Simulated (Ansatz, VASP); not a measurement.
# Two plane-wave programs on Al

```
CELL_PARAMETERS angstrom
0.00000 2.74152 2.74152
2.74152 0.00000 2.74152
2.74152 2.74152 0.00000
ATOMIC_POSITIONS crystal
Al 0.80750 0.89750 0.89750
Al 0.19250 0.10250 0.10250
```

Change from the starting cell: shortest bond scaled by 0.82, PAW files.

Alike in both runs: task single point; functional PBEsol; k mesh 10 × 10 × 10; occupations fermi-dirac, width 0.05 eV; no spin polarisation.

```csv
,VASP,Ansatz
version,VASP 6.6.1,Ansatz 0.2.0
potentials or method,"VASP PAW PBE potentials, release 64 (Al)","PAW with Ansatz's default frozen-core files, scalar-relativistic"
plane-wave cutoff (eV),520,420
valence electrons in the cell,6,6
```

```csv
,VASP,Ansatz,Ansatz less VASP
pressure (GPa),27.1,26.9,-0.17
largest component of the traceless stress (GPa),24.47,24.40,-0.067
rms of the force components (eV/Å),5.030,5.010,-0.0203
```

Atom by atom the forces differ by 0.020 eV/Å (rms over components).

Caveats: so large a pressure means that the cell lies far from this level's equilibrium, or that cutoff or potentials fall short (VASP); the potentials were made for another functional, which shifts forces and pressure (VASP).
